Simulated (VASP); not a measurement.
# ZnF2 (P4_2/mnm) in VASP: further runs, part 2 of 2

VASP 6.6.1. Earlier steps stand in the parts before.

## Step 6: Single point, r2SCAN

The input, INCAR:

```
PREC = Accurate
ENCUT = 520
EDIFF = 1E-6
ISMEAR = 0
SIGMA = 0.02
LREAL = F
LASPH = T
NELM = 80
ALGO = Normal
ISIF = 2
LWAVE = F
LCHARG = F
METAGGA = R2SCAN
LMIXTAU = T
```

The input, KPOINTS:

```
Automatic mesh
0
Gamma
  6 6 8
```

The input, POSCAR:

```
ZnF2
1.0
    4.7182600000      0.0000000000      0.0000000000
    0.0000000000      4.7182600000      0.0000000000
    0.0000000000      0.0000000000      3.1387200000
Zn F
2 4
Direct
    0.0000000000      0.0000000000      0.0000000000
    0.5000000000      0.5000000000      0.5000000000
    0.3037300000      0.3037300000      0.0000000000
    0.1962700000      0.8037300000      0.5000000000
    0.6962700000      0.6962700000      0.0000000000
    0.8037300000      0.1962700000      0.5000000000
```

Potentials or basis: VASP PAW PBE potentials, release 64 (Zn, F).

Run with:

```console
> cat potpaw_PBE.64/Zn/POTCAR potpaw_PBE.64/F/POTCAR > POTCAR
> mpirun -np 1 vasp_std > vasp.out
```

OUTCAR:

```text
PREC = Accurate
   ENCUT = 520
   EDIFF = 1E-6
   ISMEAR = 0
   LREAL = F
   LASPH = T
   NELM = 80
   ISIF = 2
   METAGGA = R2SCAN

 ion  position               nearest neighbor table
   1  0.000  0.000  0.000-   3 2.03   5 2.03   4 2.04   6 2.04   4 2.04   6 2.04
   2  0.500  0.500  0.500-   4 2.03   6 2.03   5 2.04   3 2.04   3 2.04   5 2.04
   3  0.304  0.304  0.000-   1 2.03   2 2.04   2 2.04
   4  0.196  0.804  0.500-   2 2.03   1 2.04   1 2.04
   5  0.696  0.696  0.000-   1 2.03   2 2.04   2 2.04
   6  0.804  0.196  0.500-   2 2.03   1 2.04   1 2.04

  LATTYP: Found a simple tetragonal cell.
 ALAT       =     4.7182600000
 C/A-ratio  =     0.6652282833

  Lattice vectors:

 A1 = (   4.7182600000,   0.0000000000,   0.0000000000)
 A2 = (   0.0000000000,   4.7182600000,   0.0000000000)
 A3 = (   0.0000000000,   0.0000000000,   3.1387200000)

Analysis of symmetry for initial positions (statically):
=====================================================================
 Subroutine PRICEL returns:
 Original cell was already a primitive cell.

 Routine SETGRP: Setting up the symmetry group for a
[... 176 lines left out ...]
  free energy    TOTEN  =       -45.66630015 eV

  energy without entropy =      -45.66630015  energy(sigma->0) =      -45.66630015

 E-fermi :  -1.6463     XC(G=0): -10.9111

 val. band max:       -1.7272536529   @ k =   0.0000   0.0000   0.0000
 cond. band min:       2.4847948480   @ k =   0.0000   0.0000   0.0000
 fundamental gap:      4.2120485009
 Fermi energy:        -1.6462729736

 k-point     1 :       0.0000    0.0000    0.0000
  band No.  band energies     occupation
      1     -24.7639      2.00000
      2     -24.0361      2.00000
      3     -24.0361      2.00000
      4     -24.0044      2.00000
      5      -7.9097      2.00000
      6      -7.1003      2.00000
[... 805 lines left out ...]
     30      10.4647      0.00000
     31      12.0351      0.00000

 [... further k-points ...]
[... 5 lines left out ...]
  --------------------------------------------------------------------------------------
  -------------------------------------------------------------------------------------
  Total       -0.2862404     -0.2862404     -0.2450000      0.0000000      0.0000000      0.0000000
  in kB       -6.5633437     -6.5633437     -5.6177232      0.0000000      0.0000000      0.0000000
  external PRESSURE =      -6.2481369 kB  Pullay stress =       0.0000000 kB

 VOLUME and BASIS-vectors are now :
 -----------------------------------------------------------------------------
  energy-cutoff  :      520.00
  volume of cell :       69.87
      direct lattice vectors                 reciprocal lattice vectors
     4.718260000  0.000000000  0.000000000     0.211942538  0.000000000  0.000000000
     0.000000000  4.718260000  0.000000000     0.000000000  0.211942538  0.000000000
     0.000000000  0.000000000  3.138720000     0.000000000  0.000000000  0.318601213

 POSITION                                       TOTAL-FORCE (eV/Angst)
 -----------------------------------------------------------------------------------
      0.00000      0.00000      0.00000         0.000000      0.000000      0.000000
      2.35913      2.35913      1.56936         0.000000      0.000000      0.000000
      1.43308      1.43308      0.00000        -0.019180     -0.019180      0.000000
      0.92605      3.79221      1.56936         0.019180     -0.019180      0.000000
      3.28518      3.28518      0.00000         0.019180      0.019180     -0.000000
      3.79221      0.92605      1.56936        -0.019180      0.019180     -0.000000
 -----------------------------------------------------------------------------------
    total drift:                               -0.000000      0.000000     -0.000000

  FREE ENERGIE OF THE ION-ELECTRON SYSTEM (eV)
  ---------------------------------------------------
  free  energy   TOTEN  =       -45.6663001450 eV

  energy  without entropy=      -45.6663001450  energy(sigma->0) =      -45.66630015
```

stdout:

```text
POSCAR found type information on POSCAR ZnF
 POSCAR found :  2 types and       6 ions
 scaLAPACK will be used
 -----------------------------------------------------------------------------
|                                                                             |
|                                                                             |
|     You enforced a specific xc type in the INCAR file but a different       |
|     I HOPE YOU KNOW WHAT YOU ARE DOING!                                     |
|                                                                             |
 -----------------------------------------------------------------------------

 LDA part: xc-table for (None), standard interpolation
 POSCAR, INCAR and KPOINTS ok, starting setup
 FFT: planning ... GRIDC
 FFT: planning ... GRID_SOFT
 FFT: planning ... GRID
 WAVECAR not read
 entering main loop
```

Wall time 5.5 min (1 thread of AMD EPYC 9R45 (Zen 5), shared host); peak memory 0.2 GiB.

Results:

* Free energy: -45.6663 eV
* Pressure: -0.6 GPa
* Largest force: 0.027 eV/Å
* Band gap on the k mesh: 4.21 eV, direct

Forces on the atoms (eV/Å):
```
Zn   0.000  0.000  0.000
Zn   0.000  0.000  0.000
F   -0.019 -0.019  0.000
F    0.019 -0.019  0.000
F    0.019  0.019  0.000
F   -0.019  0.019  0.000
```

Caveat: the PAW data sets were made with another functional, which shifts forces and pressure a little. r2SCAN opens gaps a little over a GGA but as a rule still falls short of measured ones.

## Step 7: Summary

| level | potentials or basis | k mesh | cutoff (eV) | smearing | further INCAR settings | gap on the mesh (eV) | pressure (GPa) |
| --- | --- | --- | --- | --- | --- | --- | --- |
| PBEsol | VASP PAW PBE potentials, release 64 (Zn, F) | 6 × 6 × 8 | 700 | gaussian 0.02 eV | ALGO = Fast; EDIFF = 1e-06 | 3.36 | 0.0 |
| PBEsol | VASP PAW PBE potentials, release 64 (Zn, F) | 8 × 8 × 12 | 520 | gaussian 0.02 eV | ALGO = Fast; EDIFF = 1e-06 | 3.35 | 0.1 |
| PBEsol | VASP PAW PBE potentials, release 64 (Zn, F) | 6 × 6 × 8 | 520 | gaussian 0.5 eV | ALGO = Fast; EDIFF = 1e-06 | 3.35 | 0.1 |
| PBEsol | VASP PAW PBE potentials, release 64 (Zn, F_h) | 6 × 6 × 8 | 900 | gaussian 0.02 eV | ALGO = Fast; EDIFF = 1e-06 | 3.35 | -0.5 |
| r2SCAN | VASP PAW PBE potentials, release 64 (Zn, F) | 6 × 6 × 8 | 520 | gaussian 0.02 eV | ALGO = Normal; EDIFF = 1e-06 | 4.21 | -0.6 |

Alike in all rows: task single point; no spin polarisation; cell as given.

Caveats: the PAW data sets were made with another functional, which shifts forces and pressure a little; the cutoff is under 1.25 times the usual one of these potentials, so pressure, stress and relaxed cells hold a basis-set (Pulay) error (some runs).

Total energies depend on the potentials used, so only differences within one code and one set of settings carry meaning.
